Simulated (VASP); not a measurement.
VASP inputs for MgO (strained zincblende)

INCAR, step 1 (ground state)

```
LASPH = .TRUE.
LCHARG = .FALSE.
GGA = PE
NELM = 120
EDIFF = 1E-7
PREC = Accurate
SIGMA = 0.01
ISMEAR = 0
ENCUT = 500
LWAVE = .TRUE.
LREAL = .FALSE.
```

INCAR, step 2 (empty bands)

```
LASPH = .TRUE.
GGA = PE
LREAL = .FALSE.
LOPTICS = .TRUE.
NBANDS = 107
LCHARG = .FALSE.
EDIFF = 1E-7
ISMEAR = 0
ENCUT = 500
NELM = 1
ALGO = Exact
LWAVE = .TRUE.
ISTART = 1
SIGMA = 0.01
PREC = Accurate
```

INCAR, step 3 (GW)

```
ISTART = 1
ENCUTGWSOFT = 150
NELMGW = 3
PREC = Accurate
ENCUT = 500
NBANDSGW = 16
LWAVE = .FALSE.
LCHARG = .FALSE.
ENCUTGW = 150
NELM = 120
PRECFOCK = Fast
LASPH = .TRUE.
SIGMA = 0.01
LREAL = .FALSE.
NOMEGA = 64
ISMEAR = 0
NBANDS = 107
ALGO = EVGW0
EDIFF = 1E-7
GGA = PE
```

KPOINTS

```
KPOINTS created by Atomic Simulation Environment
0
Gamma
6 6 6
0 0 0
```

POSCAR

```
Mg O
 1.0000000000000000
     0.0570501415250000    2.2820056617250000    2.2820056617256248
     2.2820056617250000    0.0570501415250000    2.2820056617256248
     2.3390558033000000    2.3390558033000000    0.0000000000512499
 Mg  O
   1   1
Cartesian
 -0.0000000000002226 -0.0000000000002226  0.0203176089045460
  1.1695279016377227  1.1695279016377227  1.1206852219710788
```

VASP ran with the GW set of PAW datasets (16 valence electrons in the cell).

What does this run give?

PBE gap on the mesh 3.49 eV; G₀W₀ gap on the mesh 5.65 eV.

How does updating the eigenvalues in G change the gap?

Gap on the mesh by iteration: 5.65, 6.05, 6.12 eV.
